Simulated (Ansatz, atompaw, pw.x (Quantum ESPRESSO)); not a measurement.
**From atom to crystal: PAW (atompaw) potential for Te**

tellurium, PAW, made with atompaw 4.2.0.5 (PBE, scalar-relativistic). Core [Kr] 4d10, reference 5s2 5p4. Waves: 5s (bound): rc 2.00 bohr; 5s channel at 2.15 Ry: rc 2.00 bohr; 5p (bound): rc 2.00 bohr; 5p channel at 1.05 Ry: rc 2.00 bohr; 5d channel at -0.15 Ry: rc 1.90 bohr. Local part: bessel scheme, radius 1.85 bohr. Core correction: smooth core density matched at 1.60 bohr. Augmentation charge: besselshape compensation charge, radius 1.90 bohr; PAW radius 2.00 bohr; waves and projectors: custom polynom2 7 10 vanderbiltortho.

Atomic tests: cutoffs needed: 15 Ry and 21 Ry (the cutoffs (Ry, on a coarse ladder) from which the occupation-weighted sum of valence levels, in a spherical-Bessel basis at the reference potential, stays within 10 and 1 mRy of its value at 400 Ry); ghost test: no extra level below or beside the all-electron valence levels (s, p, d, f tested) (spherical-Bessel basis up to 400 Ry, 20 bohr box); lowest eigenvalue of the overlap operator: 0.22 (s channel).

Crystal test: bcc Te in pw.x 7.5, no spin, 12³ k-points, Fermi–Dirac smearing 0.01 Ry, cutoffs 40/400 Ry. The reference is all-electron LAPW (Ansatz 0.2.0) with the same functional, mesh and smearing; V0 and B0 come from Birch–Murnaghan fits to the pressures at five volumes. Errors are pseudo minus all-electron; Δ is the rms difference of the E(V) curves that follow from these fits, minima aligned, over ±6 % about the mean V0. Mesh and smearing are coarse, so the numbers serve the comparison and aren't converged zero-temperature values; the lattice is a test structure that the element need not adopt.

| V (Å³/atom) | P all-electron (GPa) | P pseudo (GPa) |
| --- | --- | --- |
| 26.952 | 3.29 | 3.49 |
| 27.662 | 1.60 | 1.76 |
| 28.371 | 0.14 | 0.28 |
| 29.080 | -1.11 | -0.99 |
| 29.790 | -2.19 | -2.09 |

All-electron: a0 = 3.846 Å (V0 = 28.45 Å³/atom), B0 = 53.4 GPa.

Pseudopotential: mean pressure error (GPa): +0.14; a0 (Å): 3.849; a0 error (%): +0.08; B0 error (%): +0.4; Δ (meV/atom): 0.9.

Problem. At the middle volume, how do free energy and pressure move when the wave cutoff is lowered (ecutrho held at 400 Ry)?

Solution.

```tsv
cutoff (Ry)	shift of F (meV/atom)	shift of P (GPa)
18	+15.1	-0.56
24	+0.4	-0.02
32	+0.1	+0.00
```

The run at the middle volume (72 k-points, 7 iterations) took about 12 s on one core of a shared host (Intel(R) Xeon(R) Platinum 8259CL CPU @ 2.50GHz, 96 threads, 755 GiB, load 35).
